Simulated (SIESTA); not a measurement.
GaN:

```
Ga N
1.0
     3.18000    0.00000    0.00000
    -1.59000    2.75396    0.00000
     0.00000    0.00000    5.16600
Ga N
2 2
Cartesian
  1.5900 0.9180 2.5830
  0.0000 1.8360 0.0000
  1.5900 0.9180 4.5203
  0.0000 1.8360 1.9373
```

Base run:

| Quantity | Value |
| --- | --- |
| Program | SIESTA 5.4.2 |
| Functional | PBE |
| Potentials or basis | SG15 1.2 (PBE files) or PseudoDojo by element |
| Basis | DZP (energy shift 0.003 Ry; two zetas on semicore shells) |
| Grid cutoff | 800 Ry |
| Energy shift | 0.003 Ry |
| k mesh | 10 × 10 × 5 |
| Occupations | fermi-dirac, width 0.05 eV |
| Spin | no spin polarisation |

Its results: band gap on the k mesh 2.04 eV, direct; pressure 11.0 GPa; largest force 0.142 eV/Å.

Task: The run is repeated on the same cell with these changes: potentials or basis from SG15 1.2 (PBE files) or PseudoDojo by element to PseudoDojo 0.4 standard (PBE files); basis from DZP (energy shift 0.003 Ry; two zetas on semicore shells) to SZ (energy shift 0.003 Ry). What comes out?

Result: Band gap on the k mesh 2.11 eV, direct; pressure 17.9 GPa; largest force 0.132 eV/Å.

Caveats: the basis of atomic orbitals isn't converged, which shifts pressures, moduli and gaps; the basis has no polarisation orbitals (some runs); so large a pressure means that the cell lies far from this level's equilibrium, or that cutoff or potentials fall short (some runs).
